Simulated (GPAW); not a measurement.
AlCo3:

```
CELL_PARAMETERS angstrom
3.57495 0.00000 0.00000
0.00000 3.57495 0.00000
0.00000 0.00000 3.57495
ATOMIC_POSITIONS crystal
Co 0.00000 0.50000 0.50000
Co 0.50000 0.00000 0.50000
Co 0.50000 0.50000 0.00000
Al 0.00000 0.00000 0.00000
```

The cell comes from a database or a generator and needn't be the stable form of this composition.

```yaml
Program: GPAW 26.7.0
Task: relaxation of cell and atoms
Functional: PBEsol
Dispersion: D3
Potentials_or_basis: PAW data sets generated in the run's folder for this functional
Cutoff: 600 eV
Basis: pw
k_mesh: 6 × 6 × 6
Occupations: fermi-dirac, width 0.05 eV
Spin: collinear spin, ferromagnetic start
Starting_moments: "[2.0, 2.0, 2.0, 0.0] μB"
```

At the start: pressure -12.3 GPa; volume 11.42 Å³/atom.

Task: How do energy, volume and symmetry change on relaxing?

Result: Over 4 steps the energy falls by 24.3 meV/atom and the volume is 10.71 Å³/atom (-6.2 %); space group Pm-3m (No. 221, to 0.05 Å); moment 3.65 μB per cell.

The path:
| step | energy change (eV) | largest force (eV/Å) | pressure (GPa) | volume (Å³) |
| --- | --- | --- | --- | --- |
| 1 | 0.0000 | 0.0000 | -12.35 | 45.69 |
| 2 | -0.0278 | 0.0000 | -10.78 | 45.26 |
| 3 | -0.0946 | 0.0000 | 1.13 | 42.61 |
| 4 | -0.0970 | 0.0000 | -0.06 | 42.85 |

Final structure:
```
Co Al
1.0
     3.49920    0.00000    0.00000
     0.00000    3.49920    0.00000
     0.00000    0.00000    3.49920
Co Al
3 1
Direct
  0.00000 0.50000 0.50000
  0.50000 0.00000 0.50000
  0.50000 0.50000 0.00000
  0.00000 0.00000 0.00000
```

Caveat: each step starts from the last one's moments, so a moment once lost doesn't come back; later steps reuse the first step's grids; pairwise dispersion overbinds metals, which lowers pressure and volume.
